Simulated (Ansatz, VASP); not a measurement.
# Two plane-wave programs on Mg3Te

```
CELL_PARAMETERS angstrom
-2.11045 2.11045 5.21109
2.11045 -2.11045 5.21109
2.11045 2.11045 -5.21109
ATOMIC_POSITIONS crystal
Te 0.00000 0.00000 0.00000
Mg 0.25000 0.75000 0.50000
Mg 0.75000 0.25000 0.50000
Mg 0.50000 0.50000 0.00000
```

Change from the starting cell: volume scaled by 0.96.

Alike in both runs: task single point; functional PBE; k mesh 9 × 9 × 9; occupations fermi-dirac, width 0.05 eV; no spin polarisation.

|  | VASP | Ansatz |
| --- | --- | --- |
| version | VASP 6.6.1 | Ansatz 0.2.0 |
| potentials or method | VASP PAW PBE potentials, release 64 (Te, Mg) | Ansatz PAW |
| plane-wave cutoff (eV) | 520 | 420 |
| valence electrons in the cell | 12 | 46 |

Ansatz gave:

| Property | Result |
| --- | --- |
| gap on the k mesh at the Fermi level (eV) | none |
| pressure (GPa) | 1.8 |
| largest component of the traceless stress (GPa) | 0.45 |

**Question.** What did VASP give for the same quantities?

**Answer.** gap on the k mesh at the Fermi level (eV): none; pressure (GPa): 1.7; largest component of the traceless stress (GPa): 0.48.

A gap of «none» marks a metal or a gap that the smearing closes. The two sets of potentials don't hold the same shells in valence.

Spin-orbit coupling is left out, which matters for the levels of Te.
